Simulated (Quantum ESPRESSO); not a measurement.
## Ti: changing the dispersion correction

The cell as given:

Symmetry: P6_3/mmc, No. 194, hexagonal system. The conventional cell has a = 2.950 Å, b = 2.950 Å, c = 4.680 Å, α = 90.00°, β = 90.00°, γ = 120.00°. Around Ti (site symmetry -6m2) lie 12 Ti at 2.89 to 2.95 Å.

Kept alike: task relaxation of cell and atoms; functional PBEsol; k mesh 10 × 10 × 6; occupations fermi-dirac, width 0.05 eV; no spin polarisation. Program: Quantum ESPRESSO, PseudoDojo 0.4.1 SR PBE standard, cutoff 1143 eV. The mesh is that of the run's cell of 2 atoms. No spin-orbit coupling.

| dispersion correction | volume (Å³/atom) | first edge of the run's cell (Å) | third edge of the run's cell (Å) |
| --- | --- | --- | --- |
| D3(zero) | 16.300 | 2.879 | 4.542 |
| D3(BJ) | 16.089 | 2.867 | 4.522 |
| none | 16.771 | 2.907 | 4.585 |
| rVV10 | 16.437 | 2.887 | 4.554 |

The relaxations keep at least the cell's symmetry (P6_3/mmc). For a metal such a mesh leaves the last digits unconverged. Relaxations stop with a little pressure left, so the last digits of a volume or edge aren't settled. All rows use potentials made for PBE.

Question: What does the dispersion correction change here?

Answer: The volume runs from 16.089 (D3(BJ)) to 16.771 Å³/atom (none). Against no correction: D3(zero) -2.8 %; D3(BJ) -4.1 %; rVV10 -2.0 %. Dispersion terms mostly attract and so lower the volume; the schemes' coefficients and damping set how far. The first edge of the run's cell runs from 2.867 (D3(BJ)) to 2.907 Å (none). The third edge of the run's cell runs from 4.522 (D3(BJ)) to 4.585 Å (none).
